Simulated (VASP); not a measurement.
The system is HfS2.

```
Hf S
1.0
     3.63966    0.00000    0.00000
    -1.81983    3.15204    0.00000
     0.00000    0.00000    6.05556
Hf S
1 2
Direct
  0.00000 0.00000 0.00000
  0.66667 0.33333 0.76395
  0.33333 0.66667 0.23605
```

The cell is a database's computed one.

| Item | Value |
| --- | --- |
| Program | VASP 6.6.1 |
| Task | relaxation of cell and atoms |
| Functional | LDA |
| Potentials or basis | VASP PAW LDA potentials, release 64 (Hf_pv, S) |
| Cutoff | 400 eV |
| k mesh | 12 × 12 × 6 |
| Occupations | gaussian, width 0.02 eV |
| Spin | no spin polarisation |

At the start: pressure -4.2 GPa; volume 23.16 Å³/atom.

Problem. How do energy, volume and symmetry change on relaxing?

Solution. Over 18 steps the energy falls by 24.5 meV/atom and the volume is 20.66 Å³/atom (-10.8 %); space group P-3m1 (No. 164, to 0.05 Å).

The path:
| step | energy change (eV) | largest force (eV/Å) | pressure (GPa) | volume (Å³) |
| --- | --- | --- | --- | --- |
| 1 | 0.0000 | 0.2454 | -4.24 | 69.47 |
| 2 | 0.0289 | 1.0732 | 6.29 | 63.48 |
| 3 | -0.0399 | 0.2857 | -0.15 | 66.79 |
| 4 | -0.0400 | 0.2972 | -0.07 | 66.74 |
| 5 | -0.0470 | 0.2016 | -0.09 | 66.32 |
| 6 | -0.0503 | 0.0692 | -0.14 | 65.75 |
| 7 | -0.0544 | 0.0617 | -0.17 | 65.34 |
| 8 | -0.0651 | 0.0400 | -0.22 | 64.09 |
| 9 | -0.0728 | 0.0159 | 0.04 | 61.59 |
| 10 | -0.0734 | 0.0087 | -0.04 | 62.25 |
| 11 | -0.0735 | 0.0030 | -0.02 | 62.08 |
| 12 | -0.0735 | 0.0006 | -0.01 | 62.01 |
| 13 | -0.0735 | 0.0006 | 0.07 | 61.96 |
| 14 | -0.0735 | 0.0006 | 0.03 | 61.99 |
| 15 | -0.0735 | 0.0174 | -0.09 | 62.05 |
| 16 | -0.0735 | 0.0034 | 0.00 | 62.00 |
| 17 | -0.0735 | 0.0031 | 0.00 | 62.00 |
| 18 | -0.0735 | 0.0012 | 0.01 | 61.99 |

Final structure:
```
CELL_PARAMETERS angstrom
3.55319 0.00000 0.00000
-1.77660 3.07715 0.00000
0.00000 0.00000 5.66996
ATOMIC_POSITIONS crystal
Hf 0.00000 0.00000 0.00000
S 0.66667 0.33333 0.74521
S 0.33333 0.66667 0.25479
```
